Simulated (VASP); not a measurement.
Input:

```
AlSb
1.0
    0.00000     3.13882     3.13882
    3.13882     0.00000     3.13882
    3.13882     3.13882     0.00000
Al Sb
1 1
Cartesian
  0.00000   0.00000   0.00000
  1.56941   1.56941   1.56941
```

Method: PBE GGA with D3 dispersion (Becke-Johnson damping), VASP's PBE PAW potentials (set 64) (plane waves; VASP 6.6.1). Numerical set-up: 520 eV cut-off, 8×8×8 Γ-centred mesh, Gaussian smearing of 0.050 eV, potentials Al Sb.

**Question.** The job: AlSb (zinc blende), 2 atoms, PBE-D3(BJ), static run, 520 eV, 8×8×8 Γ-centred mesh. Roughly how much core time does it take on a busy server core?

**Answer.** About 10 core-seconds (one run on a shared machine, a rough figure). It had 29 irreducible k-points, 8 bands, up to 1687 plane waves and 14 electronic steps.

The compound is AlSb in the zinc blende structure. This cell is one point of a volume scan, at 1.06 of the reference volume.
